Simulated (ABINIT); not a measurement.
Crystal: ZrH2.

```xyz
3
Lattice="0.0000 2.4092 2.4092 2.4092 0.0000 2.4092 2.4092 2.4092 0.0000" Properties=species:S:1:pos:R:3 pbc="T T T"
Zr    0.0000    0.0000    0.0000
H     1.2046    1.2046    1.2046
H     3.6138    3.6138    3.6138
```

The cell is a database's computed one.

* Program: ABINIT 10.8.3 (patched build)
* Task: relaxation of cell and atoms
* Functional: LDA
* Potentials or basis: PseudoDojo NC SR LDA v0.4.1 standard
* Cutoff: 1007 eV
* k mesh: 8 × 8 × 8
* Occupations: fermi-dirac, width 0.05 eV
* Spin: no spin polarisation

At the start: pressure -6.9 GPa; volume 9.32 Å³/atom.

Q: How do energy, volume and symmetry change on relaxing?

A: Over 5 steps the energy falls by 10.5 meV/atom and the volume is 8.86 Å³/atom (-5.0 %); space group Fm-3m (No. 225, to 0.05 Å).

Step by step:
```tsv
step	energy change (eV)	largest force (eV/Å)	pressure (GPa)	volume (Å³)
1	0.0000	0.0000	-6.91	27.97
2	-0.0205	0.0000	-4.23	27.38
3	-0.0315	0.0000	0.28	26.52
4	-0.0315	0.0000	-0.01	26.57
5	-0.0315	0.0000	0.00	26.57
```

Final structure:
```xyz
3
Lattice="0.0000 2.3683 2.3683 2.3683 0.0000 2.3683 2.3683 2.3683 0.0000" Properties=species:S:1:pos:R:3 pbc="T T T"
Zr    0.0000    0.0000    0.0000
H     1.1842    1.1842    1.1842
H     3.5525    3.5525    3.5525
```
